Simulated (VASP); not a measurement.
# Au (P6_3/mmc) in VASP: a series of runs, part 2 of 2

VASP 6.6.1. The steps go on from the part before.

## Step 4: Band structure, RPBE+D3, spin-orbit coupling, no magnetisation

run.py reads:

```python
from ase.calculators.vasp import Vasp
from ase.dft.bandgap import bandgap
from ase.spacegroup import crystal

atoms = crystal(
    ['Au'],
    basis=[[0.6666666667, 0.3333333333, 0.25]],
    spacegroup=194,
    setting=1,
    cellpar=[2.9, 2.9, 4.88, 90.0, 90.0, 120.0],
    primitive_cell=True,
)
calc = Vasp(
    directory='calc',
    xc='rpbe',
    pp='PBE',
    setups='recommended',
    prec='Accurate',
    encut=520,
    ediff=1e-06,
    ismear=0,
    sigma=0.05,
    lreal=False,
    lasph=True,
    nelm=80,
    algo='Normal',
    isif=2,
    lwave=False,
    lcharg=True,
    lorbit=11,
    lsorbit=True,
    gga_compat=False,
    lmaxmix=4,
    ivdw=11,
    kpts=[8, 8, 5],
    gamma=True,
    nbands=34,
)
atoms.calc = calc

print('energy (eV):', atoms.get_potential_energy())
print('free energy (eV):', atoms.get_potential_energy(force_consistent=True))
efermi = calc.get_fermi_level()
print('Fermi level (eV):', efermi)
path = atoms.cell.bandpath(npoints=40, eps=1e-4)
print('path:', path.path)
calc.set(kpts=path.kpts, reciprocal=True, icharg=11, isym=0, lcharg=False)
calc.calculate(atoms)
print('gap on the path (eV):', bandgap(calc, efermi=efermi)[0])
print('direct gap on the path (eV):', bandgap(calc, efermi=efermi, direct=True)[0])
```

Run with:

```console
> python run.py
```

Wall time 7.2 min (1 thread of Intel Xeon Platinum 8259CL at 2.50GHz (Skylake/Cascade Lake), shared host); peak memory 0.26 GiB.

The run converged. Its results:

```
Dispersion energy per atom : -1.008 eV
```

Caveat: the log is that of the step along the path at fixed density, whose energy, stress, charges and moments have no meaning; the PAW data sets were made with another functional, which shifts forces and pressure a little.

## Step 5: Density of states, r2SCAN+D3(BJ)

INCAR reads:

```
ALGO = Normal ; EDIFF = 1E-6
ENCUT = 500 ; ISIF = 2
ISMEAR = -5 ; IVDW = 12
LASPH = True ; LCHARG = False
LMAXMIX = 4 ; LMIXTAU = True
LORBIT = 10 ; LREAL = False
LWAVE = False ; METAGGA = R2SCAN
NEDOS = 1001 ; NELM = 60
PREC = Accurate ; SIGMA = 0.05
VDW_A1 = 0.49484001 ; VDW_A2 = 5.73083694
VDW_S6 = 1.0 ; VDW_S8 = 0.78981345
```

KPOINTS reads:

```
k-points
0
Gamma
  11 11 6
```

POSCAR reads:

```
Au
1.0
    2.9000000000      0.0000000000      0.0000000000
   -1.4500000000      2.5114736710      0.0000000000
    0.0000000000      0.0000000000      4.8800000000
Au
2
Direct
    0.6666666667      0.3333333333      0.2500000000
    0.3333333333      0.6666666667      0.7500000000
```

Run with:

```console
> cat potpaw_PBE.64/Au/POTCAR > POTCAR
> mpirun -np 1 vasp_std > vasp.out
```

It took 1.9 min on 1 thread of Intel Xeon Platinum 8259CL at 2.50GHz (Skylake/Cascade Lake), shared host; peak memory 0.19 GiB.

It converged, with:

```yaml
Free_energy: -101.7887 eV
Pressure: -4.4 GPa
Band_gap_on_the_k_mesh: none (metal or under the smearing width)
Valence_electrons_inside_the_program's_atomic_spheres: Au 9.64
Dispersion_energy_per_atom: -0.302 eV
```

Stress tensor (GPa, compression positive):
```
-4.27  0.00  0.00
 0.00 -4.27  0.00
 0.00  0.00 -4.62
```

Levels at points of the mesh, in eV from the Fermi level:
| k point | band 9 | band 10 | band 11 | band 12 | band 13 | band 14 |
| --- | --- | --- | --- | --- | --- | --- |
| (0.00, 0.00, 0.00) | -3.70 | -2.40 | -2.40 | -0.83 | 2.48 | 15.43 |
| (0.00, 0.00, 0.50) | -2.84 | -2.84 | -2.84 | -2.84 | 10.76 | 10.76 |

States per cell in windows of 0.5 eV (zero at the Fermi level; states under -8 eV left out):
```csv
from (eV),total,Au1_d,Au2_d,Au1_s,Au2_s,Au1_p,Au2_p
-8.0,0.19,0.01,0.01,0.04,0.04,0.01,0.01
-7.5,0.43,0.07,0.07,0.07,0.07,0.01,0.01
-7.0,1.40,0.41,0.41,0.11,0.11,0.02,0.02
-6.5,1.63,0.58,0.58,0.06,0.06,0.02,0.02
-6.0,1.88,0.74,0.74,0.02,0.02,0.03,0.03
-5.5,1.95,0.79,0.79,0.02,0.02,0.03,0.03
-5.0,2.28,0.96,0.96,0.02,0.02,0.03,0.03
-4.5,2.62,1.11,1.11,0.02,0.02,0.04,0.04
-4.0,1.91,0.82,0.82,0.01,0.01,0.03,0.03
-3.5,1.77,0.79,0.79,0.01,0.01,0.02,0.02
-3.0,1.96,0.91,0.91,0.01,0.01,0.01,0.01
-2.5,2.64,1.25,1.25,0.01,0.01,0.01,0.01
-2.0,0.29,0.11,0.11,0.01,0.01,0.01,0.01
-1.5,0.27,0.09,0.09,0.02,0.02,0.01,0.01
-1.0,0.27,0.07,0.07,0.02,0.02,0.02,0.02
-0.5,0.31,0.07,0.07,0.02,0.02,0.03,0.03
0.0,0.28,0.06,0.06,0.02,0.02,0.03,0.03
0.5,0.29,0.05,0.05,0.03,0.03,0.03,0.03
1.0,0.26,0.04,0.04,0.03,0.03,0.03,0.03
1.5,0.26,0.04,0.04,0.03,0.03,0.03,0.03
2.0,0.29,0.04,0.04,0.04,0.04,0.03,0.03
2.5,0.32,0.04,0.04,0.05,0.05,0.03,0.03
3.0,0.27,0.03,0.03,0.05,0.05,0.02,0.02
3.5,0.12,0.01,0.01,0.02,0.02,0.01,0.01
4.0,0.21,0.02,0.02,0.04,0.04,0.02,0.02
4.5,0.43,0.04,0.04,0.07,0.07,0.05,0.05
5.0,0.44,0.04,0.04,0.06,0.06,0.06,0.06
5.5,0.35,0.03,0.03,0.04,0.04,0.05,0.05
6.0,0.29,0.02,0.02,0.04,0.04,0.04,0.04
6.5,0.34,0.03,0.03,0.03,0.03,0.06,0.06
7.0,0.38,0.03,0.03,0.03,0.03,0.07,0.07
7.5,0.28,0.02,0.02,0.02,0.02,0.05,0.05
```

Caveat: the PAW data sets were made with another functional, which shifts forces and pressure a little; pairwise dispersion overbinds metals, which lowers pressure and volume; tetrahedron occupations give inexact forces and stress in metals. Spin-orbit coupling is left out, which matters for the levels of Au.

## Step 6: For comparison

An earlier run on the cell as given: functional PBE; potentials or basis VASP PAW PBE potentials, release 64 (Au); cutoff 520 eV; k mesh 11 × 11 × 6; occupations fermi-dirac, width 0.05 eV; no spin polarisation.

* Pressure: 1.6 GPa
* Band gap on the k mesh: none (metal or under the smearing width)

## Step 7: Overview

| task | level | spin | k mesh | cutoff (eV) | smearing | gap on the mesh (eV) | pressure (GPa) |
| --- | --- | --- | --- | --- | --- | --- | --- |
| band structure | rev-vdW-DF2 | off | 11 × 11 × 6 | 520 | fermi-dirac 0.05 eV | - | - |
| band structure | RPBE+D3 | SOC, no magnetisation | 8 × 8 × 5 | 520 | gaussian 0.05 eV | - | - |
| density of states | r2SCAN+D3(BJ) | off | 11 × 11 × 6 | 500 | tetrahedron | none | -4.4 |
| single point | PBE | off | 11 × 11 × 6 | 520 | fermi-dirac 0.05 eV | none | 1.6 |

Alike in all rows: potentials or basis VASP PAW PBE potentials, release 64 (Au); cell as given.

Caveats: the PAW data sets were made with another functional, which shifts forces and pressure a little (some runs); spin-orbit coupling is left out, which moves the levels of the heavy elements (some runs); pairwise dispersion overbinds metals, which lowers pressure and volume (some runs); tetrahedron occupations give inexact forces and stress in metals (some runs).

Total energies depend on the potentials used, so only differences within one code and one set of settings carry meaning.
